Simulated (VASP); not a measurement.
Set up this calculation in VASP 6.6.1, as the native input.

* Task: relaxation of the atoms
* Functional: LDA
* Potentials or basis: VASP PAW LDA potentials, release 64 (In_d, P)
* Cutoff: 600 eV
* k mesh: 8 × 8 × 8
* Occupations: gaussian, width 0.03 eV
* Spin: no spin polarisation
* Further INCAR settings: ALGO = Fast; EDIFF = 1e-07; IBRION = 2; EDIFFG = -0.01; NSW = 40

The structure of InP lies in POSCAR:

```
InP                                     
1.0
    0.0000000000      2.8547628257      2.8547628257
    2.8547628257      0.0000000000      2.8547628257
    2.8547628257      2.8547628257      0.0000000000
  In              P             
     1     1
Direct
     0.0000000000000000    0.0000000000000000    0.0000000000000000
     0.2500000000000000    0.2500000000000000    0.2500000000000000
```

The cell isn't the ideal one: a relaxed cell with its volume scaled by 0.94.

These files were run (other wordings do the same):

INCAR

```
SYSTEM = InP
  ALGO = Fast
  EDIFF = 1E-7
  EDIFFG = -0.01
  ENCUT = 600
  GGA = CA
  IBRION = 2
  ISIF = 2
  ISMEAR = 0
  LASPH = .True.
  LCHARG = .False.
  LREAL = .False.
  LWAVE = .False.
  NELM = 80
  NSW = 40
  PREC = Accurate
  SIGMA = 0.03
```

KPOINTS

```
k-points
0
Gamma
  8 8 8
  0 0 0
```

Potentials or basis: VASP PAW LDA potentials, release 64 (In_d, P).

Run with:

```sh
$ cat potpaw_LDA.64/In_d/POTCAR potpaw_LDA.64/P/POTCAR > POTCAR
$ mpirun -np 1 vasp_std > vasp.out
```

Results of the run:

| Quantity | Value |
| --- | --- |
| Pressure after relaxing | 5.1 GPa |
| Band gap on the k mesh | 0.93 eV, direct |

Caveat: the relaxation stopped at its first step, so nothing moved; spin-orbit coupling is left out, which moves the levels of the heavy elements.

It took 15 s on 1 thread of Intel(R) Xeon(R) 6975P-C (Granite Rapids), with other jobs on the host, peak memory 0.15 GiB.
